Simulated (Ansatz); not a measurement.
**WSi2 (Si2W-type): response to moved atoms and strain**

How does WSi2 (Si2W-type) push back when it is distorted? Each run changes the relaxed cell in one way.

Computed with Ansatz 0.2.0 (DFT PBE with spin–orbit coupling, plane waves, PAW, unless a step's input says otherwise).

**1. The starting structure**

The structure is tetragonal, space group I4/mmm (No. 139). The conventional cell has a = 3.229 Å, b = 3.229 Å, c = 7.865 Å, α = 90.00°, β = 90.00°, γ = 90.00°. Si (site symmetry 4mm) is surrounded by 5 Si at 2.60 to 2.64 Å and 5 W at 2.63 Å. W (site symmetry 4/mmm) is surrounded by 10 Si at 2.63 Å.

Structure file:

```
Si W
1.0
    -1.61450    1.61450    3.93266
     1.61450   -1.61450    3.93266
     1.61450    1.61450   -3.93266
Si W
2 1
Direct
  0.33449 0.33449 0.00000
  0.66551 0.66551 0.00000
  0.00000 0.00000 0.00000
```

This cell comes from an earlier session at PBE with spin–orbit coupling: 13.668 Å³/atom at -0.01 GPa, on a 14×14×14 mesh.

The changes: atom 1 (Si) moved 0.02 Å along y; strain e3 = -0.01, atoms carried along.

**2. Atom 1 (Si) moved 0.02 Å along y**

Contents of input.yaml:

```yaml
crystal:
  lattice:
    - [-1.6144971573, 1.6144971573, 3.9326574489]
    - [1.6144971573, -1.6144971573, 3.9326574489]
    - [1.6144971573, 1.6144971573, -3.9326574489]
  atoms:
    - { symbol: Si, position: [0.3406844344, 0.3344905554, 0.006193879] }
    - { symbol: Si, position: [0.6655094446, 0.6655094446, 0.0] }
    - { symbol: W, position: [0.0, 0.0, 0.0] }
basis:
  ecutwfc: 420
  ecutrho_ratio: 4
kpoints:
  mp_grid: { grid: [14, 14, 14] }
hamiltonian:
  xc: pbe
scf:
  occupations: { method: gaussian, width: 0.05 }
output:
  forces: true
  stress: true
  eigenvalues: true
  populations: true
  write_density: true
  write_potential: true
  elf: true
  volumetric_format: npy
magnetization:
  noncollinear: true
  spin_orbit: true
```

Command:

```console
ansatz run input.yaml --threads 4 --pin off --max-ram 7168MiB --backend cpu --events-out ev --progress --plain --runs-dir out
```

Output:

```text
Warning: RAYON_NUM_THREADS=4 ignored (pool sized by the plan → 4); use --threads N
Engine: ansatz 0.2.0, aarch64-unknown-linux-gnu
Pseudopotentials: kind: paw_fr
Pseudopotential: Si, paw_fr, valence charge 4, recommended cutoff 420 eV (normal), Si.paw.azcp#standard-fr
Pseudopotential: W, paw_fr, valence charge 14, recommended cutoff 420 eV (normal), W.paw.azcp#standard-fr
Functional definition: PBE
  parameter kappa = 0.804
  parameter beta = 0.06672455060314922
  exchange = pbe_x(kappa = kappa, mu = beta*pi^2/3)
  correlation = pbe_c(beta = beta)
non-collinear run that drives no moment, with spin-orbit: no starting moment large enough to seed its density (crystal.atoms[].spin), no starting occupations that ask for one, no magnetisation constraint and no magnetic field, so the semilocal B_xc is pinned to zero
Crystal: 3 atoms, lattice volume = 41.003 Å³
Basis set: ecut = 420 eV, 793 PW (Γ), exchange–correlation on 64×64×64 points (8 copies of the dense FFT grid, shifted against one another)
Bands: 30, of which v1, the nominal top of the filled ones, is band 22 counted from 1 (21 counted from 0)
Symmetry: 2 space group operations + 2 with time reversal
Magnetic group: BNS 8.33 (UNI 40), of the structure as read, at distance tolerance 3.4e-5 Å
k-points: 744 of 2744 (time reversal used)
Projection manifold: j_resolved (fully-relativistic pseudo-atomic orbitals)
Non-local potential: Si, projectors of the file, l = 0: 2, l = 1: 4, l = 2: 4
Non-local potential: W, projectors of the file, l = 0: 3, l = 1: 4, l = 2: 4, l = 3: 2
PAW form: soft (Blöchl's): semilocal exchange-correlation on the pseudo side does not see the compensation charge
PAW one-centre angular grid: Si, 110 points (default); XC on 64 Gauss nodes
PAW one-centre angular grid: W, 590 points (default); XC on 64 Gauss nodes
Initial density: superposition of atomic densities (chi_scale 0.1, normalization cell, long waves kept (reshape's long-wave potential 0.00 eV rms))
Initial wavefunctions: pseudopotential atomic-orbital guess
Functional: x = pbe(κ = 0.804, μ = 0.2195149727645171), c = pbe(β = 0.06672455060314922)
SCF iter   1: F=—  HF=-11682.335369 eV  |F-HF|=—  |Δ(HF+E_count)|=         —  Δρ=4.90e-2  dr2=1.02e0  dr2_m=0.00e0 (ungated)  ethr=3.10e-3  |M|=0.00e0 ∫|m|=0.00e0 μB  |m|>n=0.0e0 m-floor=0.0e0 τ_xc=0.0e0  β_m=0.30  ⟨swp⟩=6.2  Hψ=119439  notcnv=0  defer=17
preconditioner: auto → Kerker (q_TF=auto, 2.459 Å⁻¹)  [metal: Δε(μ)=0.004 eV  Ē_g=8.197 eV  σ=0.050 eV  W_gap=0.05  n_scr=10 (ndim 8)  ℏωp=21.7 eV  f_vac=0.000  D(μ)=0.39/eV (n_scr^D=0)]
spin=Noncollinear: Kerker preconditioning applied to the charge; magnetization (m_x, m_y, m_z) channels mix plain (no charge-response kernel on spin).
SCF iter   2: F=—  HF=-11682.165855 eV  |F-HF|=—  |Δ(HF+E_count)|=   1.70e-1  Δρ=3.45e-2  dr2=4.20e-1  dr2_m=0.00e0 (ungated)  ethr=3.10e-3  |M|=0.00e0 ∫|m|=0.00e0 μB  |m|>n=0.0e0 m-floor=0.0e0 τ_xc=0.0e0  β_m=0.59  ⟨swp⟩=2.0  Hψ=31698  notcnv=0  defer=1687
SCF iter   3: F=—  HF=-11682.067616 eV  |F-HF|=—  |Δ(HF+E_count)|=   9.82e-2  Δρ=8.88e-3  dr2=2.87e-2  dr2_m=0.00e0 (ungated)  ethr=1.91e-3  |M|=0.00e0 ∫|m|=0.00e0 μB  |m|>n=0.0e0 m-floor=0.0e0 τ_xc=0.0e0  β_m=0.79  ⟨swp⟩=2.6  Hψ=35599  notcnv=0  defer=1965
SCF iter   4: F=—  HF=-11682.061886 eV  |F-HF|=—  |Δ(HF+E_count)|=   5.73e-3  Δρ=1.54e-3  dr2=1.18e-3  dr2_m=0.00e0 (ungated)  ethr=1.31e-4  |M|=0.00e0 ∫|m|=0.00e0 μB  |m|>n=0.0e0 m-floor=0.0e0 τ_xc=0.0e0  β_m=0.90  ⟨swp⟩=2.1  Hψ=35186  notcnv=0  defer=2118
SCF iter   5: F=—  HF=-11682.061593 eV  |F-HF|=—  |Δ(HF+E_count)|=   2.93e-4  Δρ=1.67e-4  dr2=6.23e-6  dr2_m=0.00e0 (ungated)  ethr=5.35e-6  |M|=0.00e0 ∫|m|=0.00e0 μB  |m|>n=0.0e0 m-floor=0.0e0 τ_xc=0.0e0  β_m=0.95  ⟨swp⟩=2.9  Hψ=35772  notcnv=0  defer=2118
SCF iter   6: F=—  HF=-11682.061559 eV  |F-HF|=—  |Δ(HF+E_count)|=   3.44e-5  Δρ=2.58e-5  dr2=2.55e-7  dr2_m=0.00e0 (ungated)  ethr=2.83e-8  |M|=0.00e0 ∫|m|=0.00e0 μB  |m|>n=0.0e0 m-floor=0.0e0 τ_xc=0.0e0  β_m=0.97  ⟨swp⟩=2.6  Hψ=34107  notcnv=0  defer=2118
SCF iter   7: F=-11682.061559 eV  HF=-11682.061559 eV  |F-HF|=2.05e-9  |Δ(HF+E_count)|=   3.73e-8  Δρ=3.64e-6  dr2=6.26e-9  dr2_m=0.00e0 (ungated)  ethr=4.55e-10  |M|=0.00e0 ∫|m|=0.00e0 μB  |m|>n=0.0e0 m-floor=0.0e0 τ_xc=0.0e0  ⟨swp⟩=13.8  Hψ=150502  notcnv=0
SCF 1 converged in 7 iterations: F = -11682.061559 eV  dr2 = 6.26e-9
SCF converged after 7 iterations
Magnetization: |M| = 0.0000 μB,  M = (+0.0000, +0.0000, +0.0000) μB
Absolute magnetization: 0.0000 μB (∫|m|)
  site 0: m = (+0.0000, +0.0000, +0.0000) μB, |m| = 0.0000 μB  (R = 1.07 Å)
  site 1: m = (+0.0000, +0.0000, +0.0000) μB, |m| = 0.0000 μB  (R = 1.07 Å)
  site 2: m = (+0.0000, +0.0000, +0.0000) μB, |m| = 0.0000 μB  (R = 1.08 Å)
Free energy (F): -11682.061559 eV
Harris-Foulkes:  -11682.061559 eV  (|F-HF|=2.05e-9)
Internal energy: -11682.061353 eV  (E = F + TS)
E sigma→0 (E₀):  -11682.061456 eV
Entropy (-TS):   -0.000206 eV (-0.069 meV/atom)
Fermi energy:    16.521841 eV
--- Per-component energies (eV) ---
  E_band       = -88.469380
  E_kinetic    = 540.126200
  E_local      = -954.917525  (includes V_loc(G=0)·N_el)
  E_nonlocal   = 45.671391
  E_hartree    = 373.922203
  E_xc         = -381.269014
  E_vxc        = -338.021133  (∫ρ·V_xc dr)
  E_paw        = -9608.894395  (= ΣΔE_a)
  E_vpaw       = -129.171513  (= ΣTr[D̂ρ^β])
  E_aug_tail   = -0.000071  (compensation charges beyond the density's cutoff)
  E_ewald      = -1696.700142
  E_smearing   = -0.000206  (= −TS)
  E_closure    = 0.000000  (closes the sum)
  Σ components = -11682.061559   (vs F -11682.061559, Δ=0.00e0)
--- Forces (eV/Å), atoms counted from 1 ---
  atom   1  Si     0.00000000    -0.16199953     0.00736458
  atom   2  Si     0.00000000     0.06135635    -0.01072256
  atom   3  W      0.00000000     0.10064315     0.00335784
  max |Σ_I F_I| component: 1.39e-7 eV/Å
--- Stress (GPa, compression-positive) ---
        0.053203       0.000000       0.000000
        0.000000       0.038114       0.116536
        0.000000       0.116536      -0.049009
  P = ⅓ Tr σ = 0.0141 GPa (0.141 kbar)
--- Band table (eV; the first three rows and the last of 744) ---
  k-point 0: bands = ["-57.1686", "-57.1686", "-28.6357", "-28.6357", "-18.9135", "-18.9135", "-18.8760", "-18.8760", "2.5273", "2.5273", "9.7269", "9.7269", "12.7070", "12.7070", "13.2011", "13.2011", "13.6070", "13.6070", "13.7703", "13.7703", "17.1195", "17.1195", "18.8709", "18.8709", "19.4543", "19.4543", "19.5258", "19.5258", "19.7424", "19.7424"]
  k-point 1: bands = ["-57.1679", "-57.1679", "-28.6387", "-28.6386", "-18.9160", "-18.9160", "-18.8883", "-18.8882", "2.6903", "2.6905", "9.8736", "9.8741", "12.2299", "12.2312", "13.1852", "13.1865", "13.3261", "13.3284", "14.1843", "14.1854", "16.3097", "16.3166", "18.8262", "18.8293", "19.5645", "19.6036", "19.7489", "19.7788", "19.9423", "19.9471"]
  k-point 2: bands = ["-57.1659", "-57.1659", "-28.6468", "-28.6467", "-18.9258", "-18.9256", "-18.9189", "-18.9188", "3.1674", "3.1680", "10.2664", "10.2676", "11.6107", "11.6124", "12.3896", "12.3914", "13.3479", "13.3523", "14.6820", "14.6829", "14.8402", "14.8476", "18.7658", "18.7678", "19.9010", "19.9068", "19.9501", "19.9629", "20.5500", "20.5544"]
  k-point 743: bands = ["-57.1684", "-57.1684", "-28.6377", "-28.6377", "-18.9309", "-18.9309", "-18.8779", "-18.8779", "4.7545", "4.7545", "5.5625", "5.5625", "12.7141", "12.7141", "13.9175", "13.9175", "15.4877", "15.4877", "15.7648", "15.7648", "15.9001", "15.9001", "16.1089", "16.1089", "17.3215", "17.3215", "20.9288", "20.9288", "21.2247", "21.2247"]
--- Löwdin populations: 3 sites ---
  site symbol       q [e]
     0     Si      3.9361
     1     Si      3.9362
     2      W     13.8865
  spilling = 0.010966 (of n_electrons = 22.000000)
```

Wall time 73 s (4 threads of Arm Neoverse V2, shared host); peak memory 1.7 GiB.

Result: volume 13.668 Å³/atom, pressure 0.01 GPa, a metal on this mesh.

Forces on the atoms, as numbers:

```
atom  x (eV/Å)  y (eV/Å)  z (eV/Å)
 Si1     0.000    -0.162     0.007
 Si2     0.000     0.061    -0.011
  W3     0.000     0.101     0.003
```

The maps below are laid out on this run's own conventional cell (a, b, c = 8.502, 3.229, 3.229 Å).

Density in a lattice plane of the grid's cell (edges 8.50 and 3.23 Å, at 0.000 of the third edge), which holds Si and W.

Ten even steps from '0' (0.07 e/Å³) to '9' (5.27 e/Å³):
```
961000000000000000000159
210000000000000000000023
000000000000000000000000
000000000000000000000000
000000000000000000000000
232000000000000000000001
995100000000000000000016
694100000000000000000149
```
Columns run along the first of these edges and rows up along the second, over one cell in 24 and 8 even steps from the bottom left corner. Atoms in the plane (fractional): Si at (0.67, 0.67), Si at (0.33, 0.33), W at (0.00, 0.00).

ELF in the same plane.

Values, 6 rows by 12 columns:
```
0.65 0.26 0.32 0.14 0.25 0.46 0.43 0.67 0.30 0.67 0.43 0.60
0.17 0.33 0.24 0.14 0.49 0.66 0.46 0.41 0.44 0.68 0.43 0.25
0.37 0.33 0.33 0.54 0.30 0.42 0.42 0.43 0.32 0.53 0.33 0.34
0.17 0.25 0.43 0.67 0.44 0.42 0.46 0.66 0.48 0.14 0.24 0.33
0.65 0.60 0.43 0.67 0.32 0.66 0.43 0.45 0.25 0.15 0.33 0.26
0.00 0.60 0.42 0.53 0.50 0.46 0.37 0.47 0.51 0.54 0.43 0.60
```
Columns run along the first of these edges and rows up along the second, over one cell in 12 and 6 even steps from the bottom left corner. Atoms in the plane (fractional): Si at (0.67, 0.67), Si at (0.33, 0.33), W at (0.00, 0.00).

Both are smooth fields of the valence electrons: close to the nuclei they are not physical.

Outside the cores ELF peaks at 0.79 on the Si–W line, 0.8 Å from Si.

**3. Strain e3 = -0.01, atoms carried along**

Contents of input.yaml:

```yaml
crystal:
  lattice:
    - [-1.6144971573, 1.6144971573, 3.8933308744]
    - [1.6144971573, -1.6144971573, 3.8933308744]
    - [1.6144971573, 1.6144971573, -3.8933308744]
  atoms:
    - { symbol: Si, position: [0.3344905554, 0.3344905554, 0.0] }
    - { symbol: Si, position: [0.6655094446, 0.6655094446, 0.0] }
    - { symbol: W, position: [0.0, 0.0, 0.0] }
basis:
  ecutwfc: 420
  ecutrho_ratio: 4
kpoints:
  mp_grid: { grid: [14, 14, 14] }
hamiltonian:
  xc: pbe
scf:
  occupations: { method: gaussian, width: 0.05 }
output:
  forces: true
  stress: true
  eigenvalues: true
  populations: true
magnetization:
  noncollinear: true
  spin_orbit: true
```

Command:

```console
ansatz run input.yaml --threads 4 --pin off --max-ram 7168MiB --backend cpu --events-out ev --progress --plain --runs-dir out
```

Output:

```text
Warning: RAYON_NUM_THREADS=4 ignored (pool sized by the plan → 4); use --threads N
[... 9 set-up lines as earlier in the session ...]
non-collinear run that drives no moment, with spin-orbit: no starting moment large enough to seed its density (crystal.atoms[].spin), no starting occupations that ask for one, no magnetisation constraint and no magnetic field, so the semilocal B_xc is pinned to zero
Crystal: 3 atoms, lattice volume = 40.593 Å³
Basis set: ecut = 420 eV, 793 PW (Γ), exchange–correlation on 64×64×64 points (8 copies of the dense FFT grid, shifted against one another)
Bands: 30, of which v1, the nominal top of the filled ones, is band 22 counted from 1 (21 counted from 0)
Symmetry: 16 space group operations + 16 with time reversal
Magnetic group: BNS 139.532 (UNI 1192), of the structure as read, at distance tolerance 3.4e-5 Å
k-points: 244 of 2744
Projection manifold: j_resolved (fully-relativistic pseudo-atomic orbitals)
[... 8 set-up lines as earlier in the session ...]
SCF iter   1: F=—  HF=-11682.327027 eV  |F-HF|=—  |Δ(HF+E_count)|=         —  Δρ=4.92e-2  dr2=9.93e-1  dr2_m=0.00e0 (ungated)  ethr=3.10e-3  |M|=0.00e0 ∫|m|=0.00e0 μB  |m|>n=0.0e0 m-floor=0.0e0 τ_xc=0.0e0  β_m=0.30  ⟨swp⟩=6.1  Hψ=19460  notcnv=0  defer=16
preconditioner: auto → Kerker (q_TF=auto, 2.463 Å⁻¹)  [metal: Δε(μ)=0.038 eV  Ē_g=8.268 eV  σ=0.050 eV  W_gap=0.40  n_scr=10 (ndim 8)  ℏωp=21.8 eV  f_vac=0.000  D(μ)=0.27/eV (n_scr^D=0)]
spin=Noncollinear: Kerker preconditioning applied to the charge; magnetization (m_x, m_y, m_z) channels mix plain (no charge-response kernel on spin).
SCF iter   2: F=—  HF=-11682.161201 eV  |F-HF|=—  |Δ(HF+E_count)|=   1.66e-1  Δρ=3.49e-2  dr2=4.20e-1  dr2_m=0.00e0 (ungated)  ethr=3.10e-3  |M|=0.00e0 ∫|m|=0.00e0 μB  |m|>n=0.0e0 m-floor=0.0e0 τ_xc=0.0e0  β_m=0.60  ⟨swp⟩=2.0  Hψ=5190  notcnv=0  defer=524
SCF iter   3: F=—  HF=-11682.062045 eV  |F-HF|=—  |Δ(HF+E_count)|=   9.92e-2  Δρ=8.64e-3  dr2=2.71e-2  dr2_m=0.00e0 (ungated)  ethr=1.91e-3  |M|=0.00e0 ∫|m|=0.00e0 μB  |m|>n=0.0e0 m-floor=0.0e0 τ_xc=0.0e0  β_m=0.80  ⟨swp⟩=2.6  Hψ=5909  notcnv=0  defer=612
SCF iter   4: F=—  HF=-11682.056652 eV  |F-HF|=—  |Δ(HF+E_count)|=   5.39e-3  Δρ=1.62e-3  dr2=1.31e-3  dr2_m=0.00e0 (ungated)  ethr=1.23e-4  |M|=0.00e0 ∫|m|=0.00e0 μB  |m|>n=0.0e0 m-floor=0.0e0 τ_xc=0.0e0  β_m=0.90  ⟨swp⟩=2.1  Hψ=5825  notcnv=0  defer=680
SCF iter   5: F=—  HF=-11682.056327 eV  |F-HF|=—  |Δ(HF+E_count)|=   3.24e-4  Δρ=1.67e-4  dr2=6.30e-6  dr2_m=0.00e0 (ungated)  ethr=5.96e-6  |M|=0.00e0 ∫|m|=0.00e0 μB  |m|>n=0.0e0 m-floor=0.0e0 τ_xc=0.0e0  β_m=0.95  ⟨swp⟩=2.8  Hψ=5842  notcnv=0  defer=680
SCF iter   6: F=—  HF=-11682.056292 eV  |F-HF|=—  |Δ(HF+E_count)|=   3.54e-5  Δρ=2.63e-5  dr2=2.75e-7  dr2_m=0.00e0 (ungated)  ethr=2.86e-8  |M|=0.00e0 ∫|m|=0.00e0 μB  |m|>n=0.0e0 m-floor=0.0e0 τ_xc=0.0e0  β_m=0.97  ⟨swp⟩=2.6  Hψ=5641  notcnv=0  defer=680
SCF iter   7: F=-11682.056292 eV  HF=-11682.056292 eV  |F-HF|=1.66e-9  |Δ(HF+E_count)|=   3.27e-8  Δρ=3.58e-6  dr2=5.75e-9  dr2_m=0.00e0 (ungated)  ethr=4.55e-10  |M|=0.00e0 ∫|m|=0.00e0 μB  |m|>n=0.0e0 m-floor=0.0e0 τ_xc=0.0e0  ⟨swp⟩=9.9  Hψ=16603  notcnv=0
SCF 1 converged in 7 iterations: F = -11682.056292 eV  dr2 = 5.75e-9
SCF converged after 7 iterations
Magnetization: |M| = 0.0000 μB,  M = (+0.0000, +0.0000, +0.0000) μB
Absolute magnetization: 0.0000 μB (∫|m|)
  site 0: m = (+0.0000, +0.0000, +0.0000) μB, |m| = 0.0000 μB  (R = 1.06 Å)
  site 1: m = (+0.0000, +0.0000, +0.0000) μB, |m| = 0.0000 μB  (R = 1.06 Å)
  site 2: m = (+0.0000, +0.0000, +0.0000) μB, |m| = 0.0000 μB  (R = 1.07 Å)
Free energy (F): -11682.056292 eV
Harris-Foulkes:  -11682.056292 eV  (|F-HF|=1.66e-9)
Internal energy: -11682.056095 eV  (E = F + TS)
E sigma→0 (E₀):  -11682.056194 eV
Entropy (-TS):   -0.000197 eV (-0.066 meV/atom)
Fermi energy:    16.700600 eV
--- Per-component energies (eV) ---
  E_band       = -84.766560
  E_kinetic    = 541.195140
  E_local      = -946.619465  (includes V_loc(G=0)·N_el)
  E_nonlocal   = 45.818064
  E_hartree    = 371.324428
  E_xc         = -381.676554
  E_vxc        = -338.556694  (∫ρ·V_xc dr)
  E_paw        = -9608.980127  (= ΣΔE_a)
  E_vpaw       = -129.251606  (= ΣTr[D̂ρ^β])
  E_aug_tail   = -0.000069  (compensation charges beyond the density's cutoff)
  E_ewald      = -1703.117513
  E_smearing   = -0.000197  (= −TS)
  E_closure    = 0.000000  (closes the sum)
  Σ components = -11682.056292   (vs F -11682.056292, Δ=0.00e0)
--- Forces (eV/Å), atoms counted from 1 ---
  atom   1  Si     0.00000000     0.00000000    -0.02311954
  atom   2  Si     0.00000000     0.00000000     0.02311954
  atom   3  W      0.00000000     0.00000000     0.00000000
  max |Σ_I F_I| component: 2.08e-17 eV/Å
--- Stress (GPa, compression-positive) ---
        0.978940      -0.000000      -0.000000
       -0.000000       0.978940       0.000000
       -0.000000       0.000000       5.527708
  P = ⅓ Tr σ = 2.4952 GPa (24.952 kbar)
--- Band table (eV; the first three rows and the last of 244) ---
  k-point 0: bands = ["-56.9613", "-56.9613", "-28.4335", "-28.4335", "-18.7133", "-18.7133", "-18.6831", "-18.6831", "2.6344", "2.6344", "9.8756", "9.8756", "13.0369", "13.0369", "13.3542", "13.3542", "13.7191", "13.7191", "13.8833", "13.8833", "17.2549", "17.2549", "19.0364", "19.0364", "19.6091", "19.6091", "19.6901", "19.6901", "19.8790", "19.8790"]
  k-point 1: bands = ["-56.9606", "-56.9606", "-28.4364", "-28.4364", "-18.7157", "-18.7157", "-18.6954", "-18.6954", "2.7980", "2.7980", "10.0213", "10.0213", "12.4838", "12.4838", "13.3202", "13.3202", "13.4622", "13.4622", "14.3766", "14.3766", "16.4396", "16.4396", "19.0201", "19.0201", "19.7408", "19.7408", "19.9129", "19.9129", "20.1039", "20.1039"]
  k-point 2: bands = ["-56.9586", "-56.9586", "-28.4445", "-28.4445", "-18.7300", "-18.7300", "-18.7218", "-18.7218", "3.2765", "3.2765", "10.4101", "10.4101", "11.8304", "11.8304", "12.5068", "12.5068", "13.5043", "13.5043", "14.8896", "14.8896", "14.9898", "14.9898", "18.9802", "18.9802", "20.0833", "20.0833", "20.0911", "20.0911", "20.8048", "20.8048"]
  k-point 243: bands = ["-56.9612", "-56.9612", "-28.4357", "-28.4357", "-18.7326", "-18.7326", "-18.6851", "-18.6851", "4.9382", "4.9382", "5.6883", "5.6883", "12.8413", "12.8413", "14.0530", "14.0530", "15.6031", "15.6031", "15.8870", "15.8870", "16.0905", "16.0905", "16.2999", "16.2999", "17.4711", "17.4711", "21.3364", "21.3364", "21.5931", "21.5931"]
--- Löwdin populations: 3 sites ---
  site symbol       q [e]
     0     Si      3.9301
     1     Si      3.9301
     2      W     13.8973
  spilling = 0.011023 (of n_electrons = 22.000000)
```

Run time: 15 s. Hardware: 4 threads of Arm Neoverse V2, shared host; peak memory 0.82 GiB.

Result: volume 13.531 Å³/atom, pressure 2.50 GPa, metallic.

Forces on the atoms, as numbers:

| atom | x (eV/Å) | y (eV/Å) | z (eV/Å) |
| --- | --- | --- | --- |
| Si1 | 0.000 | 0.000 | -0.023 |
| Si2 | 0.000 | 0.000 | 0.023 |

**4. The distortions side by side**

| change | change of free energy (meV/atom) | largest force (eV/Å) | largest change of stress (GPa) |
| --- | --- | --- | --- |
| atom 1 (Si) moved 0.02 Å along y | 0.54 | 0.162 | 0.12 |
| strain e3 = -0.01, atoms carried along | 2.30 | 0.023 | 5.59 |

Moving atom 1 by 0.02 Å meets a restoring force of 0.162 eV/Å along the move, a force constant of about 8.1 eV/Å². The strain e3 = -0.01 changes that stress component by +5.59 GPa (compression positive), a ratio of 559 GPa; that is a secant over a finite strain with the atoms carried along, not the elastic constant. No change lowers the energy by more than 0.5 meV/atom; other distortions weren't tried.
